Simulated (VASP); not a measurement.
Here is a VASP 6.6.1 calculation.

Contents of INCAR:

```
SYSTEM = BeSe
  PREC = Accurate
  ENCUT = 300
  EDIFF = 1E-7
  ISMEAR = 0
  SIGMA = 0.03
  LREAL = .FALSE.
  LASPH = .TRUE.
  NELM = 80
  ALGO = Normal
  ISIF = 2
  LWAVE = .FALSE.
  LCHARG = .FALSE.
  GGA = PE
  IBRION = 2
  NSW = 40
  EDIFFG = -0.01
```

Contents of KPOINTS:

```
regular mesh
0
G
  5 5 5
  0 0 0
```

POSCAR

```
BeSe                                    
1.0
    0.0000000000      2.6093750248      2.6093750248
    2.6093750248      0.0000000000      2.6093750248
    2.6093750248      2.6093750248      0.0000000000
  Be              Se            
     1     1
Direct
     0.0000000000000000    0.0000000000000000    0.0000000000000000
     0.2500000000000000    0.2500000000000000    0.2500000000000000
```

Potentials or basis: VASP PAW PBE potentials, release 64 (Be, Se).

The run is started by

```sh
$ cat potpaw_PBE.64/Be/POTCAR potpaw_PBE.64/Se/POTCAR > POTCAR
$ mpirun -np 1 vasp_std > vasp.out
```

Problem. Estimate the band gap on the k mesh.

Solution. 2.94 eV, indirect (least direct gap 4.05 eV).

Final structure:
```cif
data_structure
_symmetry_space_group_name_H-M 'P 1'
_symmetry_Int_Tables_number 1
_cell_length_a 3.6902
_cell_length_b 3.6902
_cell_length_c 3.6902
_cell_angle_alpha 60.000
_cell_angle_beta 60.000
_cell_angle_gamma 60.000
_cell_volume 35.53
loop_
_atom_site_label
_atom_site_type_symbol
_atom_site_fract_x
_atom_site_fract_y
_atom_site_fract_z
_atom_site_occupancy
Be1 Be 0.00000 0.00000 0.00000 1
Se1 Se 0.25000 0.25000 0.25000 1
```

Caveat: the relaxation stopped at its first step, so nothing moved; an odd mesh through Γ misses points on the zone boundary, where band edges often lie.
